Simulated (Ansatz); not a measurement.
Convergence of ScAl with the smearing width on a coarse mesh

The calculation used DFT PBEsol, scalar-relativistic, plane waves, PAW (Ansatz 0.2.0).

```
Sc Al
1.0
     3.37035    0.00000    0.00000
     0.00000    3.37035    0.00000
     0.00000    0.00000    3.37035
Sc Al
1 1
Cartesian
  1.6852 1.6852 1.6852
  0.0000 0.0000 0.0000
```

```json
{"plane-wave cutoff": "420 eV", "Γ-centred k-mesh": "6×6×6", "spin treatment": "unpolarised"}
```

The atoms are held and the smearing width on a coarse mesh is swept. Energies are extrapolated to zero smearing and count from the reference run, 12×12×12 Γ-centred mesh, Gaussian smearing 0.1 eV. The cell isn't necessarily relaxed at this level. Pressure is positive in compression.

| rule, width (eV) | ΔE (meV/atom) | ΔF, free energy (meV/atom) | P (GPa) |
| --- | --- | --- | --- |
| Gaussian 0.01 | 2.94 | 3.83 | -1.80 |
| Gaussian 0.05 | ? | ? | ? |
| Gaussian 0.1 | 2.33 | 1.72 | -1.74 |
| Gaussian 0.2 | 1.17 | -1.81 | -1.71 |
| Gaussian 0.4 | 3.96 | -14.6 | -1.53 |

Problem. Fill in the withheld rows.

Solution. The withheld rows:

| rule, width (eV) | ΔE (meV/atom) | ΔF, free energy (meV/atom) | P (GPa) |
| --- | --- | --- | --- |
| Gaussian 0.05 | 2.71 | 3.12 | -1.79 |

Cost: 5 runs of about 0.096 core-minutes in all, on Intel Xeon Processor @ 2.70GHz (shared hosts).